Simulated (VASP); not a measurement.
# Mg (P6_3/mmc) in VASP: a series of runs, part 3 of 3

VASP 6.6.1. The steps go on from the part before.

## Step 4: Relaxation of cell and atoms, PBEsol

Contents of INCAR:

```
SYSTEM = Mg
PREC = Accurate
ENCUT = 580
EDIFF = 1E-7
ISMEAR = 0
SIGMA = 0.1
LREAL = .False.
LASPH = .True.
NELM = 60
ALGO = Normal
ISIF = 3
LWAVE = .False.
LCHARG = .False.
GGA = PS
IBRION = 2
NSW = 90
EDIFFG = -0.005
```

Contents of KPOINTS:

```
regular mesh
0
Gamma
  15 15 8
  0 0 0
```

Contents of POSCAR:

```
Mg
1.0
    3.2093000000      0.0000000000      0.0000000000
   -1.6046500000      2.7793353300      0.0000000000
    0.0000000000      0.0000000000      5.2103000000
Mg
2
Direct
    0.3333333300      0.6666666700      0.2500000000
    0.6666666700      0.3333333300      0.7500000000
```

Potentials or basis: VASP PAW PBE potentials, release 64 (Mg).

Launch:

```
$ cat potpaw_PBE.64/Mg/POTCAR > POTCAR
$ mpirun -np 1 vasp_std > vasp.out
```

OUTCAR:

```text
SYSTEM = Mg
   PREC = Accurate
   ENCUT = 580
   EDIFF = 1E-7
   ISMEAR = 0
   LREAL = .False.
   LASPH = .True.
   NELM = 60
   ISIF = 3
   GGA = PS
   IBRION = 2
   NSW = 90
   EDIFFG = -0.005

 ion  position               nearest neighbor table
   1  0.333  0.667  0.250-   2 3.20   2 3.20   2 3.20   2 3.20   2 3.20   2 3.20
   2  0.667  0.333  0.750-   1 3.20   1 3.20   1 3.20   1 3.20   1 3.20   1 3.20

  LATTYP: Found a hexagonal cell.
 ALAT       =     3.2093000000
 C/A-ratio  =     1.6235004518

  Lattice vectors:

 A1 = (   3.2093000000,   0.0000000000,   0.0000000000)
 A2 = (  -1.6046500000,   2.7793353300,   0.0000000000)
 A3 = (   0.0000000000,   0.0000000000,   5.2103000000)

Analysis of symmetry for initial positions (statically):
=====================================================================
 Subroutine PRICEL returns:
 Original cell was already a primitive cell.

 Routine SETGRP: Setting up the symmetry group for a
 hexagonal supercell.

 Subroutine GETGRP returns: Found 24 space group operations
 (whereof 12 operations were pure point group operations)
 out of a pool of 24 trial point group operations.

The static configuration has the point symmetry D_3d.
[... 174 lines left out ...]
  Total       -0.2750355     -0.2750355     -0.4827121     -0.0000000      0.0000000     -0.0000000
  in kB       -9.4816802     -9.4816802    -16.6412066     -0.0000000      0.0000000     -0.0000000
  external PRESSURE =     -11.8681890 kB  Pullay stress =       0.0000000 kB
[... 167 lines left out ...]
--------------------------------------- Ionic step        6  -------------------------------------------

 number of electron       4.0000000 magnetization

 Free energy of the ion-electron system (eV)
  ---------------------------------------------------
  ext. energy  EPLUGINS =         0.00000000
  ---------------------------------------------------
  free energy    TOTEN  =        -3.44999352 eV

  energy without entropy =       -3.44522074  energy(sigma->0) =       -3.44760713

 E-fermi :   2.7034     XC(G=0):  -8.6023

 val. band max:        2.6812066339   @ k =   0.3333   0.1333   0.1250
 cond. band min:       2.7143366637   @ k =   0.2667   0.2667   0.2500
 fundamental gap:      0.0331300298
 Fermi energy:         2.7034145543

 k-point     1 :       0.0000    0.0000    0.0000
  band No.  band energies     occupation
      1      -4.3175      2.00000
      2       1.0564      2.00000
      3       1.5954      2.00000
      4      13.6148      0.00000
      5      13.6148      0.00000
      6      13.7446      0.00000
[... 199 lines left out ...]
 k-point    24 :       0.4000    0.2000    0.0000
  band No.  band energies     occupation
      1       1.0441      2.00000
      2       1.0761      2.00000
      3       4.5835      0.00000
      4       5.9456      0.00000
      5       6.3112      0.00000
      6       6.6243      0.00000

 [... further k-points ...]

------------------------ aborting loop because EDIFF is reached ----------------------------------------

  FORCE on cell =-STRESS in cart. coord.  units (eV):
  Direction    XX          YY          ZZ          XY          YZ          ZX
  --------------------------------------------------------------------------------------
  -------------------------------------------------------------------------------------
  Total        0.0059981      0.0059981      0.0046958      0.0000000      0.0000000      0.0000000
  in kB        0.2139267      0.2139267      0.1674795      0.0000000      0.0000000      0.0000000
  external PRESSURE =       0.1984443 kB  Pullay stress =       0.0000000 kB
[... 17 lines left out ...]
  FREE ENERGIE OF THE ION-ELECTRON SYSTEM (eV)
  ---------------------------------------------------
  free  energy   TOTEN  =        -3.4499935163 eV

  energy  without entropy=       -3.4452207438  energy(sigma->0) =       -3.44760713

 reached required accuracy - stopping structural energy minimisation
```

Run time: 53 s. Hardware: 1 thread of Intel Xeon Platinum 8488C (Sapphire Rapids), shared host; peak memory 0.21 GiB.

Results:

* Free energy: -3.4500 eV
* Relaxed volume: 22.46 Å³/atom
* Relaxed cell: a = 3.187 Å, b = 3.187 Å, c = 5.106 Å, α = 90.00°, β = 90.00°, γ = 120.00°
* Space group after relaxing (to 0.05 Å): P6_3/mmc (No. 194)
* Energy gained by relaxing: 3.4 meV/atom
* Ionic steps: 6
* Pressure after relaxing: 0.0 GPa
* Band gap on the k mesh: none (metal or under the smearing width)

The path:
```
step  energy change (eV)  largest force (eV/Å)  pressure (GPa)  volume (Å³)
   1              0.0000                0.0000           -1.19        46.47
   2             -0.0061                0.0000           -0.32        45.33
   3             -0.0066                0.0000            0.04        44.90
   4             -0.0066                0.0000            0.06        44.87
   5             -0.0068                0.0000            0.04        44.89
   6             -0.0068                0.0000            0.02        44.92
```

Final structure:
```cif
data_structure
_symmetry_space_group_name_H-M 'P 1'
_symmetry_Int_Tables_number 1
_cell_length_a 3.1874
_cell_length_b 3.1874
_cell_length_c 5.1056
_cell_angle_alpha 90.000
_cell_angle_beta 90.000
_cell_angle_gamma 120.000
_cell_volume 44.92
loop_
_atom_site_label
_atom_site_type_symbol
_atom_site_fract_x
_atom_site_fract_y
_atom_site_fract_z
_atom_site_occupancy
Mg1 Mg 0.33333 0.66667 0.25000 1
Mg2 Mg 0.66667 0.33333 0.75000 1
```

Levels at points of the mesh, in eV from the Fermi level:
```tsv
k point	band 1	band 2	band 3	band 4	band 5	band 6
(0.00, 0.00, 0.00)	-7.02	-1.65	-1.11	10.91	10.91	11.04
(0.00, 0.00, 0.50)	-5.58	-5.58	5.31	5.31	11.67	11.67
```

Caveat: the PAW data sets were made with another functional, which shifts forces and pressure a little.

## Step 5: Relaxation of cell and atoms, PBEsol

INCAR, as its differences from that of step 4:

```diff
@@ -2,3 +2,3 @@
 PREC = Accurate
-ENCUT = 580
+ENCUT = 480
 EDIFF = 1E-7
```

KPOINTS is that of step 4.

POSCAR is that of step 4.

Launch:

```
$ cat potpaw_PBE.64/Mg/POTCAR > POTCAR
$ mpirun -np 1 vasp_std > vasp.out
```

It took 33 s on 1 thread of Intel Xeon Platinum 8488C (Sapphire Rapids), shared host; peak memory 0.18 GiB.

It converged, with:

```yaml
Free_energy: -3.4497 eV
Relaxed_volume: 22.46 Å³/atom
Relaxed_cell: a = 3.187 Å, b = 3.187 Å, c = 5.106 Å, α = 90.00°, β = 90.00°, γ = 120.00°
Space_group_after_relaxing_to_0.05_Å: P6_3/mmc (No. 194)
Energy_gained_by_relaxing: 3.4 meV/atom
Ionic_steps: 6
Pressure_after_relaxing: 0.0 GPa
Band_gap_on_the_k_mesh: none (metal or under the smearing width)
```

Step by step:
```csv
step,energy change (eV),largest force (eV/Å),pressure (GPa),volume (Å³)
1,0.0000,0.0000,-1.18,46.47
2,-0.0060,0.0000,-0.32,45.33
3,-0.0066,0.0000,0.04,44.90
4,-0.0066,0.0000,0.06,44.87
5,-0.0067,0.0000,0.04,44.89
6,-0.0068,0.0000,0.02,44.92
```

Final structure:
```
Mg
1.0
     3.18747    0.00000    0.00000
    -1.59374    2.76043    0.00000
     0.00000    0.00000    5.10571
Mg
2
Cartesian
  0.0000 1.8403 1.2764
  1.5937 0.9201 3.8293
```

Levels at points of the mesh, in eV from the Fermi level:
```csv
k point,band 1,band 2,band 3,band 4,band 5,band 6
"(0.00, 0.00, 0.00)",-7.02,-1.65,-1.11,10.91,10.91,11.04
"(0.00, 0.00, 0.50)",-5.58,-5.58,5.31,5.31,11.67,11.67
```

Caveat: the PAW data sets were made with another functional, which shifts forces and pressure a little.

## Step 6: Relaxation of cell and atoms, RPBE

INCAR, as its differences from that of step 5:

```diff
@@ -2,3 +2,3 @@
 PREC = Accurate
-ENCUT = 480
+ENCUT = 600
 EDIFF = 1E-7
@@ -13,3 +13,3 @@
 LCHARG = .False.
-GGA = PS
+GGA = RP
 IBRION = 2
```

KPOINTS is that of step 5.

POSCAR is that of step 5.

Potentials or basis: VASP PAW PBE potentials, release 64 (Mg).

Launch:

```
$ cat potpaw_PBE.64/Mg/POTCAR > POTCAR
$ mpirun -np 1 vasp_std > vasp.out
```

Run time: 54 s. Hardware: 1 thread of Intel Xeon Platinum 8488C (Sapphire Rapids), shared host; peak memory 0.21 GiB.

Results (log left out):

```
Free energy                            : -2.6846 eV
Relaxed volume                         : 23.57 Å³/atom
Relaxed cell                           : a = 3.239 Å, b = 3.239 Å, c = 5.188 Å, α = 90.00°, β = 90.00°, γ = 120.00°
Space group after relaxing (to 0.05 Å) : P6_3/mmc (No. 194)
Energy gained by relaxing              : 1.0 meV/atom
Ionic steps                            : 6
Pressure after relaxing                : 0.0 GPa
Band gap on the k mesh                 : none (metal or under the smearing width)
```

Step by step:
| step | energy change (eV) | largest force (eV/Å) | pressure (GPa) | volume (Å³) |
| --- | --- | --- | --- | --- |
| 1 | 0.0000 | 0.0000 | 0.49 | 46.47 |
| 2 | -0.0015 | 0.0000 | 0.12 | 46.95 |
| 3 | -0.0017 | 0.0000 | -0.11 | 47.27 |
| 4 | -0.0017 | 0.0000 | -0.10 | 47.25 |
| 5 | -0.0019 | 0.0000 | -0.05 | 47.19 |
| 6 | -0.0019 | 0.0000 | -0.01 | 47.13 |

Final structure:
```
Mg
1.0
     3.23896    0.00000    0.00000
    -1.61948    2.80502    0.00000
     0.00000    0.00000    5.18757
Mg
2
Direct
  0.33333 0.66667 0.25000
  0.66667 0.33333 0.75000
```

Levels at points of the mesh, in eV from the Fermi level:
| k point | band 1 | band 2 | band 3 | band 4 | band 5 |
| --- | --- | --- | --- | --- | --- |
| (0.00, 0.00, 0.00) | -6.82 | -1.59 | -1.09 | 10.66 | 10.66 |
| (0.00, 0.00, 0.50) | -5.43 | -5.43 | 5.17 | 5.17 | 11.42 |

Caveat: the PAW data sets were made with another functional, which shifts forces and pressure a little.

## Step 7: The runs side by side

```tsv
task	level	cell	k mesh	cutoff (eV)	mesh quality	gap on the mesh (eV)	pressure (GPa)	relaxed volume (Å³/atom)
relaxation of cell and atoms	PBEsol	relaxed	6 × 6 × 4	600	coarse	none	0.0	22.49
single point	PBEsol	as given	15 × 15 × 8	520	not flagged	none	-1.2	-
relaxation of cell and atoms	PBEsol	relaxed	15 × 15 × 8	580	not flagged	none	0.0	22.46
relaxation of cell and atoms	PBEsol	relaxed	15 × 15 × 8	480	not flagged	none	0.0	22.46
relaxation of cell and atoms	RPBE	relaxed	15 × 15 × 8	600	not flagged	none	0.0	23.57
```

Alike in all rows: potentials or basis VASP PAW PBE potentials, release 64 (Mg); no spin polarisation; smearing gaussian 0.1 eV.

Caveats: some runs use coarse meshes; the PAW data sets were made with another functional, which shifts forces and pressure a little.

Absolute energies hang on the potentials; compare differences alone.
